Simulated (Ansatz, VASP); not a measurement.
## Hf: VASP beside Ansatz

```
Hf
1.0
    -1.74533    1.74533    1.74533
     1.74533   -1.74533    1.74533
     1.74533    1.74533   -1.74533
Hf
1
Direct
  0.00000 0.00000 0.00000
```

This isn't the form of Hf at room conditions, which is hcp.

Alike in both runs: task single point; functional PBEsol; k mesh 16 × 16 × 16; occupations gaussian, width 0.1 eV; no spin polarisation.

```csv
,VASP,Ansatz
version,VASP 6.6.1,Ansatz 0.2.0
potentials or method,"VASP PAW PBE potentials, release 64 (Hf_pv)","scalar-relativistic, plane waves, PAW"
plane-wave cutoff (eV),520,420
valence electrons in the cell,10,26
```

|  | VASP | Ansatz | Ansatz less VASP |
| --- | --- | --- | --- |
| gap on the k mesh at the Fermi level (eV) | none | none | - |
| pressure (GPa) | -0.2 | 0.0 | +0.22 |

A gap of «none» marks a metal or a gap that the smearing closes. The two sets of potentials don't hold the same shells in valence.

Caveats: the PAW data sets were made with another functional, which shifts forces and pressure a little (VASP). Spin-orbit coupling is left out, which matters for the levels of Hf.
